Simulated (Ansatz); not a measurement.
Rows from a G0W0 calculation on AlN (4H polytype) (P6_3mc) (Ansatz 0.2.0; G0W0 on PBE, plane waves, PAW; PAW set soft_1; 6×6×2 mesh, 118 empty bands, screening to 72 eV, PAW set soft_1 files), in eV. Spin-orbit coupling is left out.

| row | k | band | start | Σx | Σc at the solution | Vxc |
| --- | --- | --- | --- | --- | --- | --- |
| A | Γ | c1 | 10.823 | -9.807 | -3.683 | -14.387 |
| B | (0.000, -0.500, 0.000) | c2 | 11.455 | -6.315 | -3.896 | -10.914 |
| C | (0.000, -0.500, 0.000) | v1 | 6.251 | -21.649 | 3.670 | -17.437 |
| D | (0.000, -0.500, 0.000) | c1 | 10.829 | -6.016 | -3.794 | -10.433 |
| E | Γ | c2 | 12.970 | -9.441 | -4.086 | -14.628 |
| F | Γ | v1 | 6.817 | -21.619 | 3.515 | -17.667 |

**Question.** Give the quasiparticle energies and the shift of each level.

The quasiparticle equation reads E = start + Σx + Σc(E) − Vxc.

| row | E (eV) | shift (eV) |
| --- | --- | --- |
| A | 11.720 | +0.897 |
| B | 12.158 | +0.703 |
| C | 5.710 | −0.541 |
| D | 11.453 | +0.623 |
| E | 14.071 | +1.101 |
| F | 6.380 | −0.437 |

The gap over the computed points goes from 4.01 eV to 5.07 eV.

Limits: not at the basis limit.

[Runs of the session that timed out or met a known fault of the program may be left out.]

[Cells called generated may have been cut or substituted from an entry of the Crystallography Open Database or the Materials Project.]

[Hosts, paths, dates, database ids (printed as entryN), source tags and the programs' standing remarks are cut or masked in the printed files.]
